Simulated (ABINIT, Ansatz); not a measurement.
The equilibrium volume of BN, sorted by core time

Symmetry: P6_3mc, No. 186, hexagonal system. The conventional cell has a = 2.554 Å, b = 2.554 Å, c = 4.227 Å, α = 90.00°, β = 90.00°, γ = 120.00°. N (site symmetry 3m) has 4 B at 1.57 to 1.58 Å as nearest neighbours. B (site symmetry 3m) has 4 N at 1.57 to 1.58 Å as nearest neighbours.

Measurements of this composition are mostly on another form, of space group No. 194.

```tsv
rung	level	program and potentials	cutoff (eV)	k mesh	core time	chip	equilibrium volume (Å³/atom)	notes
GGA + dispersion	PBE+D3(BJ)	Ansatz, Ansatz PAW	420	12 × 12 × 6	12 s	Intel Xeon	5.88	-
GGA	revPBE	Ansatz, Ansatz PAW	420	12 × 12 × 6	12 s	Intel Xeon	6.04	potentials made for PBE, which Ansatz adapts in part
GGA	PBEsol	Ansatz, Ansatz PAW	420	12 × 12 × 6	12 s	Intel Xeon	5.88	potentials made for PBE, which Ansatz adapts in part
GGA	RPBE	Ansatz, Ansatz PAW	420	12 × 12 × 6	13 s	Intel Xeon	6.06	potentials made for PBE, which Ansatz adapts in part
GGA + dispersion	revPBE+D3(BJ)	Ansatz, Ansatz PAW	420	12 × 12 × 6	13 s	Intel Xeon	5.86	potentials made for PBE, which Ansatz adapts in part
GGA + dispersion	RPBE+D3(BJ)	Ansatz, Ansatz PAW	420	12 × 12 × 6	13 s	Intel Xeon	5.75	potentials made for PBE, which Ansatz adapts in part
LDA	LDA	Ansatz, Ansatz PAW	420	12 × 12 × 6	13 s	Intel Xeon	5.76	potentials made for PBE, which Ansatz adapts in part
GGA + dispersion	PBEsol+D3(BJ)	Ansatz, Ansatz PAW	420	12 × 12 × 6	14 s	Intel Xeon	5.82	potentials made for PBE, which Ansatz adapts in part
GGA	BLYP	Ansatz, Ansatz PAW	420	12 × 12 × 6	15 s	Intel Xeon	6.08	potentials made for PBE, which Ansatz adapts in part
GGA + dispersion	RPBE+D4	Ansatz, Ansatz PAW	420	12 × 12 × 6	29 s	Intel Xeon	5.83	potentials made for PBE, which Ansatz adapts in part
GGA + dispersion	PBEsol+D4	Ansatz, Ansatz PAW	420	12 × 12 × 6	29 s	Intel Xeon	5.83	potentials made for PBE, which Ansatz adapts in part
GGA + dispersion	PBE+D4	Ansatz, Ansatz PAW	420	12 × 12 × 6	29 s	Intel Xeon	5.88	-
GGA + dispersion	revPBE+D4	Ansatz, Ansatz PAW	420	12 × 12 × 6	33 s	Intel Xeon	5.82	potentials made for PBE, which Ansatz adapts in part
GGA	PBEsol	ABINIT, PseudoDojo NC SR PBEsol v0.4.1 standard	1143	9 × 9 × 4	98 s	Arm Neoverse V2	5.89	-
hybrid	HSE06	Ansatz, Ansatz PAW	420	8 × 8 × 4	2.3 min	AMD EPYC 7R13 Zen 3	5.83	potentials made for PBE, which Ansatz adapts in part
```

Times are single runs on shared hosts and different chips, so they are rough; meshes, cutoffs and the tasks' sizes weigh on the time. Task: relaxation of cell and atoms. All rows: no spin polarisation. Meshes differ between rows, which moves values too. Meshes are those of the run's cell of 4 atoms unless a note names another. Relaxations start from the cell shown or near it and stop with a little pressure left. Runs on faulty files, with rough fits or with known faults for this quantity aren't shown. No row holds spin-orbit coupling.

By rung: LDA 5.76; GGA + dispersion 5.75 to 5.88; GGA 5.88 to 6.08; hybrid 5.83 (Å³/atom).

The volume of wurtzite BN depends only modestly on the functional, as expected for a stiff network of short, polar sp³ bonds, where any change in volume must stretch or compress strong covalent links. LDA gives a smaller cell than every uncorrected GGA, and BLYP gives the largest at 6.08 Å³/atom. Dispersion terms shrink the cell for each functional computed both with and without them, but unevenly: RPBE falls from 6.06 to 5.75 with D3(BJ), just below LDA, while PBEsol barely moves.

There is no van der Waals gap here to close, unlike in layered BN, so the contraction probably reflects added medium-range attraction offsetting each functional's own repulsion. It is therefore no evidence that dispersion holds this crystal together. Nor does D4 contract the cell consistently more than D3(BJ), since the order reverses between revPBE and RPBE. The agreement of HSE06 with several corrected GGAs doesn't establish a shared description of the bonding, and equilibrium volumes alone can't rank the wurtzite form against the layered or zinc-blende polymorphs.
